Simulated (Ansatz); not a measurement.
# Abstraction of F: CF4 + C4H9 → CF3 + C4H9F

Species: CF4 (tetrafluoromethane) `FC(F)(F)F`, singlet; C4H9 (1-butyl radical) `[CH2]CCC`, doublet; CF3 (trifluoromethyl radical) `F[C](F)F`, doublet; C4H9F (1-fluorobutane) `CCCCF`, singlet. A radical takes F: the energy is the difference in strength between two C–F bonds in different surroundings.

Shapes, held fixed at every level: PBE0-D4/def2-TZVP. Flexible molecules stand in one conformer, not always the lowest. Programs: Ansatz 0.2.0. The zero-point and thermal change to 298 K, harmonic and unscaled (PBE0-D4/def2-TZVP), is +8.4 kJ/mol.

```csv
level,kind,ΔH(298 K) (kJ/mol),less CCSD/def2-SVP
MP2/def2-TZVPP,perturbation theory,+72.6,-13.8
SPW92/def2-TZVPP,LDA,+67.9,-18.5
BHLYP-D4/def2-TZVPP,global hybrid,+71.9,-14.5
PBE0-D4/def2-TZVPP,global hybrid,+69.6,-16.8
wB97X-V/def2-TZVPP,range-separated hybrid,+66.4,-20.0
B2PLYP/def2-TZVPP,double hybrid,+65.4,-21.0
CCSD(T)/def2-SVP,coupled cluster or CI,+85.6,-0.8
CCSD/def2-SVP,coupled cluster or CI,+86.4,0.0
```

The highest level, CCSD/def2-SVP, gives ΔH(298 K) = +86.4 kJ/mol; the levels span +65.4 to +86.4. The column of differences is taken from that level and isn't an error. No measured value is set beside it here. Open shells run unrestricted.
